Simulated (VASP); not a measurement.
Runs of VASP 6.6.1 on I. It takes space group Fmmm (No. 69, orthorhombic). The conventional cell has a = 4.384 Å, b = 4.731 Å, c = 7.820 Å, α = 90.00°, β = 90.00°, γ = 90.00°. Around I (site symmetry mmm) lie 4 I at 3.23 Å. 

| k mesh | further INCAR settings | mesh quality | gap on the mesh (eV) | pressure (GPa) |
| --- | --- | --- | --- | --- |
| 4 × 4 × 4 | ALGO = Fast; EDIFF = 1e-06; NBANDS = 10 | coarse | none | 0.2 |
| 9 × 9 × 9 | ALGO = Fast; EDIFF = 1e-07; NBANDS = 10 | not flagged | none | 1.8 |
| 8 × 8 × 8 | ALGO = Fast; EDIFF = 1e-06; NBANDS = 10 | not flagged | none | 1.8 |
| 6 × 6 × 6 | ALGO = Fast; EDIFF = 1e-06; NBANDS = 10 | not flagged | none | (a) |

Alike in all rows: task single point; level RPBE; potentials or basis VASP PAW PBE potentials, release 64 (I); no spin polarisation; cell as given; cutoff (eV) 520; smearing gaussian 0.15 eV.

Question: Estimate the missing entries.

Answer: (a) 2.0.

Caveats: some runs use coarse meshes; the PAW data sets were made with another functional, which shifts forces and pressure a little; an odd number of electrons without spin polarisation forces a metal; a magnetic or distorted state may lie lower.

A k mesh can miss the band edges, and the runs leave out spin-orbit coupling on I.

A gap of «none» marks a metal or a gap under the smearing width.
